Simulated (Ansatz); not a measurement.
# Hf6IN6: the cost of one run

Program: Ansatz 0.2.0. Level of theory: DFT PBE+D3(BJ), scalar-relativistic, plane waves, PAW. These are calculated values, not measurements.

2 further runs of the same task are left out: 2 set aside as unsound or not needed.

**1. The starting structure**

Symmetry: P3m1, No. 156, trigonal system. The conventional cell has a = 3.194 Å, b = 3.194 Å, c = 22.520 Å, α = 90.00°, β = 90.00°, γ = 120.00°. N (site symmetry 3m) is surrounded by 3 Hf at 2.26 Å. Hf (site symmetry 3m) is surrounded by 6 N at 2.26 Å. N (site symmetry 3m) has 6 Hf at 2.26 to 2.29 Å as nearest neighbours. Hf (site symmetry 3m) is surrounded by 6 N at 2.23 to 2.29 Å. N (site symmetry 3m) is surrounded by 6 Hf at 2.23 to 2.26 Å. Around Hf (site symmetry 3m) lie 3 N at 2.26 Å.

Structure file:

```xyz
24
Lattice="6.3878 0.0000 0.0000 -3.1939 5.5320 0.0000 0.0000 0.0000 22.5195" Properties=species:S:1:pos:R:3 pbc="T T T"
N     0.0000    1.8440    8.0000
N    -1.5970    4.6100    8.0000
N     3.1939    1.8440    8.0000
N     1.5970    4.6100    8.0000
Hf    1.5970    0.9220    9.3039
Hf    0.0000    3.6880    9.3039
Hf    4.7909    0.9220    9.3039
Hf    3.1939    3.6880    9.3039
N     1.5970    2.7660   10.6078
N     3.1939    0.0000   10.6078
N    -1.5970    2.7660   10.6078
N     0.0000    0.0000   10.6078
Hf    3.1939    1.8440   11.9642
Hf    1.5970    4.6100   11.9642
Hf    0.0000    1.8440   11.9642
Hf   -1.5970    4.6100   11.9642
N     3.1939    3.6880   13.2170
N     4.7909    0.9220   13.2170
N     0.0000    3.6880   13.2170
N     1.5970    0.9220   13.2170
Hf   -1.5970    2.7660   14.5289
Hf    0.0000    0.0000   14.5289
Hf    1.5970    2.7660   14.5289
Hf    3.1939    0.0000   14.5289
```

Planes are indexed in the bulk's conventional cell (Fm-3m (No. 225)), a = 4.517 Å, b = 4.517 Å, c = 4.517 Å, α = 90.00°, β = 90.00°, γ = 90.00°.

This (111) slab, 6.5 Å thick as cut, with 16 Å of vacuum, in a 2×2 surface cell; its outer planes are Hf (top) and N (bottom), was relaxed beforehand with its lower half held: -193292.0563 eV, work function 4.49 eV (top face), 8.37 eV (bottom face), dipole along +c 0.758 e·Å per cell.

**2. I2, upright, over a hollow (nearest Hf) site**

input.yaml

```yaml
crystal:
  lattice:
    - [6.3878118675, 0.0, 0.0]
    - [-3.1939059338, 5.5320073519, 0.0]
    - [0.0, 0.0, 27.2835331868]
  atoms:
    - { symbol: "N", position: [0.1666666667, 0.3333333333, 0.2932171557] }
    - { symbol: "N", position: [0.1666666667, 0.8333333333, 0.2932171557] }
    - { symbol: "N", position: [0.6666666667, 0.3333333333, 0.2932171557] }
    - { symbol: "N", position: [0.6666666667, 0.8333333333, 0.2932171557] }
    - { symbol: Hf, position: [0.3333333333, 0.1666666667, 0.3410081302] }
    - { symbol: Hf, position: [0.3333333333, 0.6666666667, 0.3410081302] }
    - { symbol: Hf, position: [0.8333333333, 0.1666666667, 0.3410081302] }
    - { symbol: Hf, position: [0.8333333333, 0.6666666667, 0.3410081302] }
    - { symbol: "N", position: [0.5, 0.5, 0.3887991046] }
    - { symbol: "N", position: [0.5, 0.0, 0.3887991046] }
    - { symbol: "N", position: [0.0, 0.5, 0.3887991046] }
    - { symbol: "N", position: [0.0, 0.0, 0.3887991046] }
    - { symbol: Hf, position: [0.6666666667, 0.3333333333, 0.4385135452] }
    - { symbol: Hf, position: [0.6666666667, 0.8333333333, 0.4385135452] }
    - { symbol: Hf, position: [0.1666666667, 0.3333333333, 0.4385135452] }
    - { symbol: Hf, position: [0.1666666667, 0.8333333333, 0.4385135452] }
    - { symbol: "N", position: [0.8333333333, 0.6666666667, 0.4844306045] }
    - { symbol: "N", position: [0.8333333333, 0.1666666667, 0.4844306045] }
    - { symbol: "N", position: [0.3333333333, 0.6666666667, 0.4844306045] }
    - { symbol: "N", position: [0.3333333333, 0.1666666667, 0.4844306045] }
    - { symbol: Hf, position: [0.0, 0.5, 0.5325138946] }
    - { symbol: Hf, position: [0.0, 0.0, 0.5325138946] }
    - { symbol: Hf, position: [0.5, 0.5, 0.5325138946] }
    - { symbol: Hf, position: [0.5, 0.0, 0.5325138946] }
    - { symbol: I, position: [0.6666666667, 0.8333333333, 0.6725250865] }
    - { symbol: I, position: [0.6666666667, 0.8333333333, 0.7738316138] }
basis:
  ecutwfc: 420
kpoints:
  mp_grid: { grid: [4, 4, 1] }
hamiltonian:
  xc: pbe
  dispersion: d3bj
scf:
  occupations: { method: gaussian, width: 0.1 }
output:
  forces: true
  eigenvalues: true
  write_density: true
  write_potential: true
  elf: true
  volumetric_format: npy
relax:
  adjacent_minimum: "off"
  f_tol: 0.04
  max_steps: 100
  constraints: [{ sites: [0, 1, 2, 3, 4, 5, 6, 7, 8, 9, 10, 11] }]
efield:
  axis: 3
  dipole_correction: true
  ramp_width: 0.04
```

Command:

```console
$ ansatz run input.yaml --threads 4 --pin off --max-ram 10240MiB --backend cpu --events-out ev --progress --plain --runs-dir out
```

Q: Estimate wall time and peak memory on 4 threads of Intel Xeon at 2.50GHz (Skylake/Cascade Lake), shared host.

About 18 min, with a peak of 3.5 GiB.
